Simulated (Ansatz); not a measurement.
Crystal: TaN.

```
Ta N
1.0
     2.92177    0.00000    0.00000
    -1.46088    2.53033    0.00000
     0.00000    0.00000    5.91652
Ta N
2 2
Cartesian
  0.0000 0.0000 2.9583
  0.0000 0.0000 0.0000
  0.0000 1.6869 1.4791
  1.4609 0.8434 4.4374
```

The cell comes from a database or a generator and needn't be the stable form of this composition.

- Program: Ansatz 0.2.0
- Task: relaxation of cell and atoms
- Functional: PBEsol
- Dispersion: D3(BJ)
- Potentials or basis: Ansatz PAW
- Cutoff: 420 eV (not typed: the program's choice for these potentials)
- k mesh: 10 × 10 × 5
- Occupations: fermi-dirac, width 0.05 eV
- Spin: no spin polarisation

At the start: volume 10.94 Å³/atom.

Problem. Where does the relaxation end?

Solution. It ends after 8 steps and the volume is 10.38 Å³/atom (-5.0 %); space group P6_3/mmc (No. 194, to 0.05 Å).

Step by step:
```tsv
step	energy change (eV)	largest force (eV/Å)	volume (Å³)
1	0.0000	0.0000	43.74
2	-0.0340	0.0000	40.04
3	-0.1253	0.0000	41.61
4	-0.1280	0.0000	41.58
5	-0.1280	0.0000	41.56
6	-0.1230	0.0000	41.56
7	-0.1231	0.0000	41.54
8	-0.1230	0.0000	41.54
```

Final structure:
```yaml
crystal:
  lattice:
    - [2.86985, 0.00000, 0.00000]
    - [-1.43493, 2.48537, 0.00000]
    - [0.00000, 0.00000, 5.82356]
  atoms:
    - { symbol: Ta, position: [0.00000, 0.00000, 0.50000] }
    - { symbol: Ta, position: [0.00000, 0.00000, 0.00000] }
    - { symbol: N, position: [0.33333, 0.66667, 0.25000] }
    - { symbol: N, position: [0.66667, 0.33333, 0.75000] }
```

Caveat: the plane-wave basis is chosen anew once the cell has moved, so the energies of steps on either side of that aren't comparable; the pressure holds a Pulay correction of +0.5 GPa for the finite cutoff; pairwise dispersion overbinds metals, which lowers pressure and volume; the PAW data sets come from PBE, with cores solved anew for the run's functional, which leaves a small shift of forces and pressure.
